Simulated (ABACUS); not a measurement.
Wanted: the native input for an ABACUS 3.10.1 run.

| Quantity | Value |
| --- | --- |
| Task | single point |
| Functional | PBE |
| Potentials or basis | PseudoDojo NC SR 0.4.1 PBE standard |
| Cutoff | 1320 eV |
| Density cutoff | 5279 eV |
| Basis | plane waves |
| k mesh | 7 × 7 × 5 |
| Occupations | fermi-dirac, width 0.05 eV |
| Spin | collinear spin, ferromagnetic start |
| Starting moments | [0.0, 0.0, 4.0, 4.0] μB |
| Radial cutoff of the potentials (pseudo_rcut) | 10 bohr |
| SCF threshold on the density | 1e-08 |
| Max SCF steps | 100 |
| Eigensolver | dav |
| Mixing | broyden |
| Mixing share | 0.4 |
| Symmetry key | 1 |

Crystal: MnSb.

```xyz
4
Lattice="4.1500 0.0000 0.0000 -2.0750 3.5940 0.0000 0.0000 0.0000 5.7800" Properties=species:S:1:pos:R:3 pbc="T T T"
Sb    2.0727    1.1765    4.3770
Sb    0.0299    2.4259    1.4240
Mn   -0.0265   -0.0084    2.9220
Mn   -0.0693   -0.0006   -0.0271
```

The cell isn't the ideal one: atoms moved at random, drawn with an rms of 0.05 Å.

These files were run (other wordings do the same):

INPUT

```
INPUT_PARAMETERS
suffix              MnSb
calculation         scf
basis_type          pw
pseudo_dir          ./
symmetry            1
dft_functional      pbe
ecutwfc             97
pseudo_rcut         10
nspin               2
nbands              40
ks_solver           dav
smearing_method     fd
smearing_sigma      0.00367493
scf_thr             1e-08
scf_nmax            100
mixing_type         broyden
mixing_beta         0.4
cal_force           1
cal_stress          1
out_chg             1
out_pot             2
out_elf             1
```

STRU

```
ATOMIC_SPECIES
Sb 121.7600 Sb.upf
Mn 54.9380 Mn.upf

LATTICE_CONSTANT
1.8897261246

LATTICE_VECTORS
4.1500000000 0.0000000000 0.0000000000
-2.0750000000 3.5940054257 0.0000000000
0.0000000000 0.0000000000 5.7800000000

ATOMIC_POSITIONS
Direct

Sb
0.0
2
0.6631190000 0.3273600000 0.7572580000 1 1 1 mag 0
0.3446940000 0.6749800000 0.2463650000 1 1 1 mag 0

Mn
0.0
2
-0.0075430000 -0.0023250000 0.5055350000 1 1 1 mag 4
-0.0167870000 -0.0001740000 -0.0046950000 1 1 1 mag 4
```

KPT

```
K_POINTS
0
Gamma
7 7 5 0 0 0
```

Potentials or basis: PseudoDojo NC SR 0.4.1 PBE standard, plane waves.

Command:

```console
$ OMP_NUM_THREADS=1 mpirun -np 4 abacus > log
```

Results of the run:

* Pressure: -1.9 GPa
* Largest force: 0.570 eV/Å
* Band gap on the k mesh: none (metal or under the smearing width)
* Net moment: 6.84 μB per cell
* Absolute moment: 7.77 μB per cell

Caveat: only a ferromagnetic start was run, and an antiferromagnetic order may lie lower in energy.

It took 8.6 min on 4 MPI ranks on Intel(R) Xeon(R) Platinum 8488C (Sapphire Rapids), with other jobs on the host, peak memory 1.8 GiB a rank.
